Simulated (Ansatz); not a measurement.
Crystal: SnO2 (Cassiterite).

```
Sn O
1.0
     4.73800    0.00000    0.00000
     0.00000    4.73800    0.00000
     0.00000    0.00000    3.18650
Sn O
2 4
Direct
  0.50000 0.50000 0.50000
  0.00000 0.00000 0.00000
  0.80710 0.19290 0.50000
  0.69290 0.69290 0.00000
  0.19290 0.80710 0.50000
  0.30710 0.30710 0.00000
```

* Program: Ansatz 0.2.0
* Task: relaxation of cell and atoms
* Functional: PBE
* Potentials or basis: Ansatz PAW earlier set
* Cutoff: 900 eV
* Density cutoff: 3600 eV
* k mesh: 6 × 6 × 8
* Occupations: fermi-dirac, width 0.05 eV
* Spin: no spin polarisation

At the start: volume 11.92 Å³/atom.

**Question.** How do energy, volume and symmetry change on relaxing?

**Answer.** It ends after 7 steps and the volume is 12.58 Å³/atom (+5.5 %); space group P4_2/mnm (No. 136, to 0.05 Å).

Step by step:
```
step  energy change (eV)  largest force (eV/Å)  volume (Å³)
   1              0.0000                0.2729        71.53
   2             -0.1256                0.0327        75.12
   3             -0.1263                0.0395        75.40
   4             -0.1267                0.0007        75.41
   5             -0.1293                0.0008        75.41
   6             -0.1293                0.0004        75.46
   7             -0.1293                0.0005        75.46
```

Final structure:
```xyz
6
Lattice="4.8275 0.0000 0.0000 0.0000 4.8275 0.0000 0.0000 0.0000 3.2380" Properties=species:S:1:pos:R:3 pbc="T T T"
Sn    2.4138    2.4138    1.6190
Sn    0.0000    0.0000    0.0000
O     3.8938    0.9337    1.6190
O     3.3475    3.3475    0.0000
O     0.9337    3.8938    1.6190
O     1.4801    1.4801    0.0000
```

Caveat: the plane-wave basis is chosen anew once the cell has moved, so the energies of steps on either side of that aren't comparable.
